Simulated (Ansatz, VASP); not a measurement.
**Two plane-wave programs on Si**

```
Si
1.0
     2.62054    0.00000    0.00000
    -1.31027    2.26946    0.00000
     0.00000    0.00000    2.46635
Si
1
Cartesian
  0.0000 0.0000 0.0000
```

This isn't the form of Si at room conditions, which is diamond.

Alike in both runs: task single point; functional PBE; k mesh 12 × 12 × 11; occupations gaussian, width 0.012 eV; no spin polarisation.

```csv
,VASP,Ansatz
version,VASP 6.6.1,Ansatz 0.2.0
potentials or method,"VASP PAW PBE potentials, release 64 (Si)",Ansatz PAW
plane-wave cutoff (eV),520,420
valence electrons in the cell,4,4
```

```tsv
	VASP	Ansatz	Ansatz less VASP
gap on the k mesh at the Fermi level (eV)	none	none	-
pressure (GPa)	3.0	3.1	+0.06
largest component of the traceless stress (GPa)	3.50	3.51	+0.007
```

A gap of «none» marks a metal or a gap that the smearing closes.
